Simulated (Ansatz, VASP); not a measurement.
# Two plane-wave programs on Ti

```xyz
1
Lattice="0.0000 2.0552 2.0552 2.0552 0.0000 2.0552 2.0552 2.0552 0.0000" Properties=species:S:1:pos:R:3 pbc="T T T"
Ti    0.0000    0.0000    0.0000
```

Alike in both runs: functional r2SCAN; k mesh 18 × 18 × 18; occupations gaussian, width 0.1 eV; no spin polarisation.

Ansatz relaxed the structure, and its values are those at the end. VASP's run is a single point on that final structure, the one shown.

|  | VASP | Ansatz |
| --- | --- | --- |
| version | VASP 6.6.1 | Ansatz 0.2.0 |
| potentials or method | VASP PAW PBE potentials, release 64 (Ti_sv) | scalar-relativistic, plane waves, PAW |
| plane-wave cutoff (eV) | 520 | 500 |
| valence electrons in the cell | 12 | 12 |

```tsv
	VASP	Ansatz	Ansatz less VASP
gap on the k mesh at the Fermi level (eV)	none	none	-
pressure (GPa)	0.4	0.0	-0.39
```

A gap of «none» marks a metal or a gap that the smearing closes.

Caveats: the PAW data sets were made with another functional, which shifts forces and pressure a little (VASP).
